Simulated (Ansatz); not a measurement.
Base system: Li3N (space group P6/mmm, No. 191; a = 3.634 Å, c = 3.865 Å). Axes: x lies along a and z along c of the hexagonal cell.

Structures relaxed with DFT with PBE, PAW potentials and a 420 eV plane-wave cutoff in Ansatz (an electronic-structure program), scalar-relativistic without spin-orbit coupling.

Base:

Simulated powder pattern, Cu Kα1, λ = 1.54056 Å (kinematic, ideal powder, no thermal factors, no anomalous dispersion; the 10 strongest lines at most, above 2 %, up to 2θ = 90°):

```tsv
2θ (°)	I/Imax (%)	hkl
22.99	100	(001)
28.33	89	(100)
36.80	3.8	(101)
46.99	26	(002)
50.16	62	(110)
55.78	15	(102)
55.86	31	(111)
58.61	5.9	(200)
71.17	36	(112)
78.29	3.9	(202)
```

It is then changed as follows: biaxial strain −0.83 %, plane normal [001], relaxed out of plane (Cartesian); in-plane vectors clamped, the third vector and the atoms free.

Problem. Where do the lines fall after the change?

Solution. 
Simulated powder pattern, Cu Kα1, λ = 1.54056 Å (kinematic, ideal powder, no thermal factors, no anomalous dispersion; the 10 strongest lines at most, above 2 %, up to 2θ = 90°):

| 2θ (°) | d (Å) | I/Imax (%) | hkl |
|---|---|---|---|
| 22.97 | 3.868 | 100 | (001) |
| 28.57 | 3.121 | 86 | (100) |
| 36.98 | 2.429 | 3.7 | (101) |
| 46.94 | 1.934 | 26 | (002) |
| 50.61 | 1.802 | 60 | (110) |
| 55.88 | 1.644 | 14 | (102) |
| 56.27 | 1.634 | 30 | (111) |
| 59.15 | 1.561 | 5.7 | (200) |
| 71.50 | 1.318 | 35 | (112) |
| 78.72 | 1.215 | 3.8 | (202) |

The indices refer to the base's conventional cell; one index is shown for lines that coincide.

No phonon test of stability was made.
